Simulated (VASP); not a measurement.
Input of a VASP 6.6.1 run:

INCAR

```
SYSTEM = Sc
PREC = Accurate
ENCUT = 600
EDIFF = 1E-7
ISMEAR = 1
SIGMA = 0.1
LREAL = .FALSE.
LASPH = .TRUE.
NELM = 80
ALGO = Normal
ISIF = 3
LWAVE = .FALSE.
LCHARG = .FALSE.
GGA = PE
IBRION = 2
NSW = 90
EDIFFG = -0.005
```

File KPOINTS:

```
regular mesh
0
G
  15 15 8
  0 0 0
```

POSCAR

```
Sc                                      
1.0
    3.3208294660      0.0000000000      0.0000000000
   -1.6604147330      2.8759226792     -0.0000000000
    0.0000000000      0.0000000000      5.1588988037
  Sc            
     2
Direct
     0.3333333332999970    0.6666666667000030    0.2500000000000000
     0.6666666667000030    0.3333333332999970    0.7500000000000000
```

Potentials or basis: VASP PAW PBE potentials, release 64 (Sc_sv).

Run with:

```console
$ cat potpaw_PBE.64/Sc_sv/POTCAR > POTCAR
$ mpirun -np 1 vasp_std > vasp.out
```

Problem. Estimate the band gap on the k mesh.

Solution. None (metal or under the smearing width).

Final structure:
```
Sc
1.0
     3.32083    0.00000    0.00000
    -1.66041    2.87592    0.00000
     0.00000    0.00000    5.15890
Sc
2
Direct
  0.33333 0.66667 0.25000
  0.66667 0.33333 0.75000
```

Caveat: the relaxation stopped at its first step, so nothing moved.
